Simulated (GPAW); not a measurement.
# SnTe (Fm-3m) in GPAW: further runs, part 2 of 2

GPAW 26.7.0. The steps go on from the part before.

**4. Wannier functions, RPBE**

File run.py:

```python
import json
import numpy as np
from ase.dft.bandgap import bandgap
from ase.dft.wannier import Wannier
from ase.io import write
from ase.spacegroup import crystal
from ase.units import GPa
from gpaw import GPAW, PW

# Te 4b
# Sn 4a
atoms = crystal(['Te', 'Sn'],
                basis=[[0.5, 0.0, 0.0],
                       [0.0, 0.0, 0.0]],
                spacegroup=225, setting=1,  # Fm-3m
                cellpar=[6.3017, 6.3017, 6.3017, 90.0, 90.0, 90.0],
                primitive_cell=True)

calc = GPAW(mode=PW(600),
            xc='RPBE',
            kpts={'size': (3, 3, 3), 'gamma': True},
            occupations={'name': 'fermi-dirac', 'width': 0.05},
            nbands=25,
            convergence={'density': 1e-05, 'energy': 1e-05},
            random=True,
            maxiter=100,
            txt='gpaw.txt')
atoms.calc = calc
energy = atoms.get_potential_energy()
forces = atoms.get_forces()
stress = atoms.get_stress()
calc.write('gs.gpw')
write('result.traj', atoms)
print(f'Energy: {energy:.6f} eV')
print('Forces (eV/A):')
print(forces.round(4))
print('Stress (GPa):', (stress / GPa).round(3))
print('Fermi level:', round(calc.get_fermi_level(), 4), 'eV')
print(f'Gap: {bandgap(calc)[0]:.4f} eV, direct: {bandgap(calc, direct=True)[0]:.4f} eV')

nocc = int(round(calc.get_number_of_electrons() / 2))
full = calc.fixed_density(kpts={'size': (3, 3, 3), 'gamma': True}, symmetry='off', nbands=nocc + 6,
                          convergence={'bands': nocc}, txt='full.txt')
wan, values = None, []
for seed in range(6):  # several starts, since the search can end in a local maximum
    trial = Wannier(nwannier=nocc, calc=full, nbands=nocc, functional='var',
                    initialwannier='scdm' if seed == 0 else 'random', rng=np.random.RandomState(seed))
    trial.localize(tolerance=1e-6)
    values.append(trial.get_functional_value())
    print(f'start {seed}: functional {values[-1]:.5f}', flush=True)
    if values[-1] == max(values):
        wan = trial
wan.localize(step=0.1, tolerance=1e-8)
wan.translate_all_to_cell((0, 0, 0))
centres, spreads = wan.get_centers(), wan.get_spreads()
for x, s in zip(centres, spreads):
    d = np.linalg.norm(atoms.repeat(3).positions - atoms.cell.sum(0) - x, axis=1)
    print(x.round(4), f'spread {s:.4f} A^2, nearest {atoms[d.argmin() % len(atoms)].symbol} at {d.min():.3f} A')
onsite = wan.get_hopping((0, 0, 0)).diagonal().real
print('On-site energies:', onsite.round(4))
json.dump({'centres': centres.tolist(), 'spreads': spreads.tolist(), 'onsite': onsite.tolist(), 'values': values},
          open('wannier.json', 'w'))
```

Potentials or basis: the program's PAW data sets (release 1.2.1) made for this functional, pw.

Started as:

```
> OMP_NUM_THREADS=1 python run.py
```

gpaw.txt:

```text
__  _  _
 | _ |_)|_||  |
 |__||  | ||/\| - 26.7.0

Input parameters:
  mode=PW(ecut=600.0),
  convergence={'density': 1e-05, 'energy': 1e-05},
  kpts=MonkhorstPack(size=(3, 3, 3), gamma=True),
  maxiter=100,
  nbands=25,
  occupations=Occupations(name='fermi-dirac', width=0.05),
  random=True,
  xc=XC(name='RPBE')
Initializing wave functions with random numbers

                 Te

       Sn

Atoms  # Å, Bohr magnetons
|   | symbol |        x |        y |        z |    initial magnetic moments |
|---|--------|----------|----------|----------|-----------------------------|
| 0 |     Te | 3.150850 | 3.150850 | 3.150850 | ( 0.0000,  0.0000,  0.0000) |
| 1 |     Sn | 0.000000 | 0.000000 | 0.000000 | ( 0.0000,  0.0000,  0.0000) |

Unit cell  # Å
| periodic |        x |        y |        z |  lengths |    angles |
|----------|----------|----------|----------|----------|-----------|
|      yes | 0.000000 | 3.150850 | 3.150850 | 4.455975 | 60.000000 |
|      yes | 3.150850 | 0.000000 | 3.150850 | 4.455975 | 60.000000 |
|      yes | 3.150850 | 3.150850 | 0.000000 | 4.455975 | 60.000000 |

Number of symmetries: 48
Symmetry operations  # r_c * U_cc + t_c -> r_c
|    | kind |            matrix            |
|----|------|------------------------------|
|  0 |  σ   |  1, 0, 0,  1, 0,-1,  1,-1, 0 |
|  1 |  C2  |  1, 0, 0,  1,-1, 0,  1, 0,-1 |
|  2 |  E   |  1, 0, 0,  0, 1, 0,  0, 0, 1 |
|  3 |  σ   |  1, 0, 0,  0, 0, 1,  0, 1, 0 |
|  4 |  C4  |  1, 0,-1,  1, 0, 0,  1,-1, 0 |
|  5 |  S6  |  1, 0,-1,  1,-1, 0,  1, 0, 0 |
|  6 |  σ   |  1, 0,-1,  0, 1,-1,  0, 0,-1 |
|  7 |  C3  |  1, 0,-1,  0, 0,-1,  0, 1,-1 |
|  8 |  S6  |  1,-1, 0,  1, 0, 0,  1, 0,-1 |
|  9 |  C4  |  1,-1, 0,  1, 0,-1,  1, 0, 0 |
| 10 |  C3  |  1,-1, 0,  0,-1, 1,  0,-1, 0 |
| 11 |  σ   |  1,-1, 0,  0,-1, 0,  0,-1, 1 |
| 12 |  σ   |  0, 1, 0,  1, 0, 0,  0, 0, 1 |
| 13 |  C4  |  0, 1, 0,  0, 1,-1, -1, 1, 0 |
| 14 |  C3  |  0, 1, 0,  0, 0, 1,  1, 0, 0 |
| 15 |  S6  |  0, 1, 0, -1, 1, 0,  0, 1,-1 |
| 16 |  C2  |  0, 1,-1,  1, 0,-1,  0, 0,-1 |
| 17 |  σ   |  0, 1,-1,  0, 1, 0, -1, 1, 0 |
| 18 |  S4  |  0, 1,-1,  0, 0,-1,  1, 0,-1 |
| 19 |  C4  |  0, 1,-1, -1, 1, 0,  0, 1, 0 |
| 20 |  C3  |  0, 0, 1,  1, 0, 0,  0, 1, 0 |
| 21 |  σ   |  0, 0, 1,  0, 1, 0,  1, 0, 0 |
| 22 |  S6  |  0, 0, 1,  0,-1, 1, -1, 0, 1 |
| 23 |  C4  |  0, 0, 1, -1, 0, 1,  0,-1, 1 |
| 24 |  S4  |  0, 0,-1,  1, 0,-1,  0, 1,-1 |
| 25 |  C3  |  0, 0,-1,  0, 1,-1,  1, 0,-1 |
| 26 |  C2  |  0, 0,-1,  0,-1, 0, -1, 0, 0 |
| 27 |  S6  |  0, 0,-1, -1, 0, 0,  0,-1, 0 |
| 28 |  S4  |  0,-1, 1,  1,-1, 0,  0,-1, 0 |
| 29 |  C4  |  0,-1, 1,  0, 0, 1, -1, 0, 1 |
| 30 |  C2  |  0,-1, 1,  0,-1, 0,  1,-1, 0 |
| 31 |  σ   |  0,-1, 1, -1, 0, 1,  0, 0, 1 |
| 32 |  C3  |  0,-1, 0,  1,-1, 0,  0,-1, 1 |
| 33 |  S6  |  0,-1, 0,  0, 0,-1, -1, 0, 0 |
| 34 |  S4  |  0,-1, 0,  0,-1, 1,  1,-1, 0 |
| 35 |  C2  |  0,-1, 0, -1, 0, 0,  0, 0,-1 |
| 36 |  C2  | -1, 1, 0,  0, 1, 0,  0, 1,-1 |
| 37 |  S6  | -1, 1, 0,  0, 1,-1,  0, 1, 0 |
| 38 |  S4  | -1, 1, 0, -1, 0, 1, -1, 0, 0 |
| 39 |  C3  | -1, 1, 0, -1, 0, 0, -1, 0, 1 |
| 40 |  S6  | -1, 0, 1,  0, 0, 1,  0,-1, 1 |
| 41 |  C2  | -1, 0, 1,  0,-1, 1,  0, 0, 1 |
| 42 |  C3  | -1, 0, 1, -1, 1, 0, -1, 0, 0 |
| 43 |  S4  | -1, 0, 1, -1, 0, 0, -1, 1, 0 |
| 44 |  C2  | -1, 0, 0,  0, 0,-1,  0,-1, 0 |
| 45 |  i   | -1, 0, 0,  0,-1, 0,  0, 0,-1 |
| 46 |  σ   | -1, 0, 0, -1, 1, 0, -1, 0, 1 |
| 47 |  C2  | -1, 0, 0, -1, 0, 1, -1, 1, 0 |

BZ-sampling:
  Number of BZ points: 27
  Number of IBZ points: 4

  Monkhorst-Pack size: [3, 3, 3]
  Monkhorst-Pack shift: [0, 0, 0]

K-points  # in reciprocal-cell coordinates
|   |                                coordinates |     weight |
|---|--------------------------------------------|------------|
| 0 | (  0.00000000,   0.00000000,   0.00000000) | 0.03703704 |
| 1 | (  0.33333333,   0.33333333,  -0.33333333) | 0.44444444 |
| 2 | (  0.33333333,   0.33333333,   0.00000000) | 0.22222222 |
| 3 | (  0.33333333,   0.33333333,   0.33333333) | 0.29629630 |

Plane wave coefficients: 2091
Cutoff: 600.0 eV

Spin-components: 1 (collinear spins)
Bands:           25
Projectors:      11
Spin-degeneracy: 2
Datatype:        complex128

Density:
  Valence electrons: 20.0
  Components: 1
  Grid points: [27 27 27]
  Charge: 0.0  # |e|

Potential:
  Grid points: [27 27 27]

species:
  Te:
    name:    Tellurium
    Z:       52.0
    valence: 6
    core:    46
    charge:  0.0  # [|e|]
    compensation charges:
      type: gauss
      rc: 0.36  # [Å]
      lmax: 2
    cutoffs:
      filter: 2.09  # [Å]
      core: 3.17  # [Å]
    projectors
    | kind |    occ | energy [eV] | rcut [Å] |
    |------|--------|-------------|----------|
    |   5s |  2.000 |     -15.026 |    1.180 |
    |   5p |  4.000 |      -5.917 |    1.196 |
    |    s |        |      12.185 |    1.180 |
    |    p |        |      21.294 |    1.196 |
    |    d |        |       0.000 |    1.238 |

    Using partial waves for Te as LCAO basis

  Sn:
    name:    Tin
    Z:       50.0
    valence: 14
    core:    36
    charge:  0.0  # [|e|]
    compensation charges:
      type: gauss
      rc: 0.38  # [Å]
      lmax: 2
    cutoffs:
      filter: 2.23  # [Å]
      core: 2.35  # [Å]
    projectors
    | kind |    occ | energy [eV] | rcut [Å] |
    |------|--------|-------------|----------|
    |   5s |  2.000 |     -10.465 |    1.201 |
    |   5p |  2.000 |      -3.644 |    1.270 |
    |   4d | 10.000 |     -25.852 |    1.185 |
    |    s |        |      16.747 |    1.201 |
    |    p |        |      23.567 |    1.270 |
    |    d |        |       1.359 |    1.185 |

    Using partial waves for Sn as LCAO basis

Reference energy: -352819.508013  # eV

eigensolver:
  PPCG
  Converge bands: occupied
  niter=2

density mixing:
  MSR1-Mixer
  Pratt-step length: 0.05
  Maximum mixing coefficient: 0.75
  Old densities: 10
  SVD Regularization: 0.005
  Good broyden scale: 1.0
  Trust region scale: 1.0
  Backstep threshold: 4.0
  History deletion threshold: 6.0
  Fourier metric: weight=20.0, sigma=0.015

occupation numbers:
  Fermi-Dirac:
    width: 0.0500  # eV

poisson solver:
  ecut: 4800.0  # eV

xc functional:
  name: RPBE with 2 nearest neighbor stencil

convergence criteria:
- Maximum integral of absolute [dens]ity change: 1e-05 electrons / valence electron
- Maximum [total energy] change in last 3 cyles: 1e-05 eV / valence electron
- Maximum integral of absolute [eigenst]ate change: 4e-08 eV^2 / valence electron
maximum number of iterations: 100

SCF iterations
|iter     | |      energy | eigst |  dens |
|---------|-|-------------|-------|-------|
|iter:   1| |   27.435847 | +3.37 |       |
|iter:   2| |   -6.976457 | +0.98 | -0.77 |
|iter:   3| |   -7.213422 | -0.65 | -1.42 |
|iter:   4| |   -7.171820 | -2.48 | -1.45 |
|iter:   5| |   -7.161811 | -3.35 | -1.65 |
|iter:   6| |   -7.164425 | -4.52 | -1.92 |
|iter:   7| |   -7.166243 | -4.14 | -2.04 |
|iter:   8| |   -7.166491 | -5.07 | -2.44 |
|iter:   9| |   -7.166438 | -5.34 | -2.58 |
|iter:  10| |   -7.166398c| -6.43 | -2.68 |
|iter:  11| |   -7.166342c| -6.42 | -2.73 |
|iter:  12| |   -7.166186 | -5.40 | -2.80 |
|iter:  13| |   -7.166201c| -5.93 | -3.28 |
|iter:  14| |   -7.166203c| -6.80 | -4.05 |
|iter:  15| |   -7.166204c| -8.13c| -4.71 |
|iter:  16| |   -7.166204c| -8.13c| -5.12c|

Converged in 16 steps
Energy contributions relative to reference atoms: (reference = -352819.508013)

Energy contributions:
  Kinetic:          16.919656
  Coulomb:         -16.914971
  Zero:              0.140025
  External:          0.000000
  Xc:               -7.310914
  Entropy:          -0.000000
  Spinorbit:         0.000000
  ----------------------------
  Free energy:      -7.166204
  Extrapolated:     -7.166204

dipole moment: (-21.296816, -21.296816, -21.296816)  # |e|*Ang

Fermi level: 6.738
Eigenvalues  # (at kpt = [0.000, 0.000, 0.000])
| band index |      eig [eV] | occ [0-2] |
|------------|---------------|-----------|
|          0 |       -15.411 |     2.000 |
|        ... |               |           |
|          2 |       -15.405 |     2.000 |
|          3 |       -15.405 |     2.000 |
|          4 |       -15.405 |     2.000 |
|          5 |        -6.214 |     2.000 |
|          6 |         1.965 |     2.000 |
|          7 |         4.398 |     2.000 |
[... 8 lines left out ...]
|         16 |        13.444 |     0.000 |
|         17 |        13.444 |     0.000 |
|        ... |               |           |
|         24 |        26.619 |     0.000 |

Gap: 1.527 eV
Transition (v -> c):
  (s=0, k=3, n=9, [0.33, 0.33, 0.33]) -> (s=0, k=3, n=10, [0.33, 0.33, 0.33])
No difference between direct/indirect transitions

Forces  # eV/Ang
|       x |        y |        z |
|---------|----------|----------|
| 0.00000 |  0.00000 |  0.00000 |  # Te   0
| 0.00000 | -0.00000 | -0.00000 |  # Sn   1

Stress tensor  # eV/Ang^3
|         x |         y |         z |
|-----------|-----------|-----------|
| -0.021506 |  0.000000 |  0.000000 |
|  0.000000 | -0.021506 | -0.000000 |
|  0.000000 | -0.000000 | -0.021506 |

# Writing to gs.gpw (mode='')
```

Wall time 81 s (1 thread of Arm Neoverse V2, shared host); peak memory 0.28 GiB.

The run converged, but some of its settings lie outside the range that counts as converged, so its numbers aren't taken as properties of the crystal.

What came out:

```yaml
Free_energy: -7.1662 eV
Pressure: 3.4 GPa
Total_Wannier_spread: 13.70 Å² over 10 functions
```

Caveat: the k mesh is coarse (spacing up to 0.58 Å⁻¹), so the values aren't converged; this odd mesh misses L, where the gap lies, so gap, dielectric constants and Born charges aren't listed.

**5. Eps q, LDA**

File run.py:

```python
import numpy as np
from ase.dft.bandgap import bandgap
from ase.io import write
from ase.spacegroup import crystal
from gpaw import GPAW, PW
from gpaw.response.df import DielectricFunction

# Te 4b
# Sn 4a
atoms = crystal(['Te', 'Sn'],
                basis=[[0.5, 0.0, 0.0],
                       [0.0, 0.0, 0.0]],
                spacegroup=225, setting=1,  # Fm-3m
                cellpar=[6.3017, 6.3017, 6.3017, 90.0, 90.0, 90.0],
                primitive_cell=True)

calc = GPAW(mode=PW(450),
            xc='LDA',
            kpts={'size': (6, 6, 6), 'gamma': True},
            occupations={'name': 'fermi-dirac', 'width': 0.05},
            nbands=19,
            convergence={'density': 1e-06},
            maxiter=75,
            txt='gpaw.txt')
atoms.calc = calc
energy = atoms.get_potential_energy()
calc.write('gs.gpw')
write('result.traj', atoms)
print(f'Energy: {energy:.6f} eV')
print('Fermi level:', round(calc.get_fermi_level(), 4), 'eV')
print(f'Gap: {bandgap(calc)[0]:.4f} eV, direct: {bandgap(calc, direct=True)[0]:.4f} eV')

dense = calc.fixed_density(kpts={'size': (4, 4, 4), 'gamma': True},
                           nbands=36, convergence={'bands': 30},
                           update_fermi_level=True, txt='dense.txt')
dense.write('dense.gpw', mode='all')

df = DielectricFunction('dense.gpw', frequencies=np.array([0.0]), hilbert=False, eta=0.001,
                        ecut=120, nbands=30, txt='df.txt')
for q_c in [[0.25, 0.25, 0.25], [0.5, 0.5, 0.5], [0.75, 0.75, 0.75], [0.25, 0.25, 0.0], [0.5, 0.5, 0.0], [0.75, 0.75, 0.0]]:
    e0, e = df.get_dielectric_function(xc='ALDA', q_c=q_c, filename=None)
    q = np.linalg.norm(2 * np.pi * np.array(q_c) @ atoms.cell.reciprocal())
    print(q_c, f'|q| = {q:.4f} 1/A: eps {e0[0].real:.4f} without, {e[0].real:.4f} with local fields')
```

Potentials or basis: the program's PAW data sets (release 1.2.1) made for this functional, pw.

Started as:

```
> OMP_NUM_THREADS=1 python run.py
```

gpaw.txt:

```text
__  _  _
 | _ |_)|_||  |
 |__||  | ||/\| - 26.7.0

Input parameters:
  mode=PW(ecut=450.00000000000006),
  convergence={'density': 1e-06},
  kpts=MonkhorstPack(size=(6, 6, 6), gamma=True),
  maxiter=75,
  nbands=19,
  occupations=Occupations(name='fermi-dirac', width=0.05),
  xc=XC(name='LDA')

Diagonalizing LCAO Hamiltonian
Converting LCAO to pw mode

                 Te

       Sn

Atoms  # Å, Bohr magnetons
|   | symbol |        x |        y |        z |    initial magnetic moments |
|---|--------|----------|----------|----------|-----------------------------|
| 0 |     Te | 3.150850 | 3.150850 | 3.150850 | ( 0.0000,  0.0000,  0.0000) |
| 1 |     Sn | 0.000000 | 0.000000 | 0.000000 | ( 0.0000,  0.0000,  0.0000) |

Unit cell  # Å
| periodic |        x |        y |        z |  lengths |    angles |
|----------|----------|----------|----------|----------|-----------|
|      yes | 0.000000 | 3.150850 | 3.150850 | 4.455975 | 60.000000 |
|      yes | 3.150850 | 0.000000 | 3.150850 | 4.455975 | 60.000000 |
[... 185 lines left out ...]
|iter:   2| |   -9.126583 | -2.39 | -1.49 |
|iter:   3| |   -9.084840 | -2.85 | -1.53 |
|iter:   4| |   -9.084210 | -4.36 | -2.13 |
|iter:   5| |   -9.084180c| -5.12 | -2.65 |
|iter:   6| |   -9.084182c| -6.54 | -3.35 |
|iter:   7| |   -9.084183c| -7.88c| -4.22 |
|iter:   8| |   -9.084183c| -7.99c| -4.79 |
|iter:   9| |   -9.084183c| -8.61c| -6.01c|

Converged in 9 steps
Energy contributions relative to reference atoms: (reference = -352503.082954)

Energy contributions:
  Kinetic:          11.483904
  Coulomb:         -11.938132
  Zero:              0.146997
  External:          0.000000
  Xc:               -8.775898
  Entropy:          -0.002106
  Spinorbit:         0.000000
  ----------------------------
  Free energy:      -9.085235
  Extrapolated:     -9.084183

dipole moment: (-21.527665, -21.527665, -21.527665)  # |e|*Ang

Fermi level: 6.121
Eigenvalues  # (at kpt = [0.000, 0.000, 0.000])
| band index |      eig [eV] | occ [0-2] |
|------------|---------------|-----------|
|          0 |       -15.631 |     2.000 |
|        ... |               |           |
|          2 |       -15.620 |     2.000 |
|          3 |       -15.620 |     2.000 |
|          4 |       -15.620 |     2.000 |
|          5 |        -6.703 |     2.000 |
|          6 |         1.292 |     2.000 |
|          7 |         3.999 |     2.000 |
[... 9 lines left out ...]
|         17 |        13.151 |     0.000 |
|         18 |        13.151 |     0.000 |

Gap: 0.113 eV
Transition (v -> c):
  (s=0, k=15, n=9, [0.50, 0.50, 0.50]) -> (s=0, k=15, n=10, [0.50, 0.50, 0.50])
No difference between direct/indirect transitions
# Writing to gs.gpw (mode='')
```

stdout:

```text
Energy: -9.084183 eV
Fermi level: 6.121 eV
Gap: 0.1128 eV, direct: 0.1128 eV
[0.25, 0.25, 0.25] |q| = 0.4317 1/A: eps 13.2729 without, 14.6443 with local fields
[0.5, 0.5, 0.5] |q| = 0.8635 1/A: eps 4.7704 without, 5.4050 with local fields
[0.75, 0.75, 0.75] |q| = 1.2952 1/A: eps 2.6876 without, 2.9367 with local fields
[0.25, 0.25, 0.0] |q| = 0.4985 1/A: eps 9.3616 without, 10.2507 with local fields
[0.5, 0.5, 0.0] |q| = 0.9971 1/A: eps 3.7502 without, 4.4622 with local fields
[0.75, 0.75, 0.0] |q| = 1.4956 1/A: eps 2.0684 without, 2.2701 with local fields
```

df.txt:

```text
FrequencyGridDescriptor(from 0.000 to 0.000 eV, 1 points)
FrequencyGridDescriptor(from 0.000 to 0.000 eV, 1 points)

Calculating chi0 body with:
    Ground state adapter containing:
    Number of spins: 1
    Number of kpoints: 64
    Number of irreducible kpoints: 8
    Number of completely occupied states: 9
    Number of partially occupied states: 13
[... 258 lines left out ...]
      (3,3)   0.00000000  0.00000000  yes
      (4,-4)  0.00000000  0.00000000  yes
      (4,-3)  0.00000000  0.00000000  yes
      (4,-2)  0.00000000  0.00000000  yes
      (4,-1)  0.00000000  0.00000000  yes
      (4,0)   0.00014725  0.00000188  yes
      (4,1)   0.00000000  0.00000000  yes
      (4,2)   0.00000000  0.00000000  yes
      (4,3)   0.00000000  0.00000000  yes
      (4,4)   0.00010518  0.00000134  yes
      In total: 0.9999999994968355 of the surface norm square is covered on average
      In total: 0.9999999994968355 of the surface norm square could be covered on average

Finished calculating f(G)
```

Run time: 71 s. Hardware: 1 thread of Arm Neoverse V1, shared host; peak memory 1.6 GiB.

What came out:

```yaml
Free_energy: -9.0852 eV
Band_gap_on_the_k_mesh: 0.11 eV, direct
```

Caveat: the k mesh is coarse (spacing up to 0.43 Å⁻¹), so the values aren't converged; spin-orbit coupling is left out, which moves the levels of the heavy elements.

**6. The reference run**

An earlier run on the cell as given: functional PBE; potentials or basis GPAW PAW data sets (gpaw-data 1.2.1); cutoff 600 eV; basis pw; k mesh 7 × 7 × 7; occupations fermi-dirac, width 0.05 eV; no spin polarisation.

- Pressure: 1.9 GPa

**7. Overview**

```csv
task,level,potentials or basis,cell,k mesh,cutoff (eV),eigensolver,maxiter,convergence,supercell,supercell k mesh,other keys,mesh quality,pressure (GPa)
phonons,vdW-DF2,"GPAW PAW data sets (gpaw-data 1.2.1), pw",atoms relaxed,5 × 5 × 5,510,ppcg,100,tight_forces,1 × 1 × 1,5 × 5 × 5,"several, not listed",not flagged,-
phonons,BLYP+D3(BJ),"PAW data sets generated in the run's folder for this functional, pw",relaxed,7 × 7 × 7,510,-,150,tight_forces,1 × 1 × 1,7 × 7 × 7,-,not flagged,0.0
eps q,LDA,"the program's PAW data sets (release 1.2.1) made for this functional, pw",as given,6 × 6 × 6,450,-,75,-,-,-,"several, not listed",coarse,-
single point,PBE,"GPAW PAW data sets (gpaw-data 1.2.1), pw",as given,7 × 7 × 7,600,-,150,-,-,-,-,not flagged,1.9
```

Alike in all rows: no spin polarisation; smearing fermi-dirac 0.05 eV.

Caveats: some runs use coarse meshes; the cutoff is short for stress and forces, so pressures can be off by a GPa or more (some runs); the LO-TO splitting is left out (some runs); the PAW data sets were made with another functional, which shifts forces and pressure a little (some runs); some modes are imaginary (some runs); spin-orbit coupling is left out, which moves the levels of the heavy elements (some runs).

Absolute energies hang on the potentials; compare differences alone.
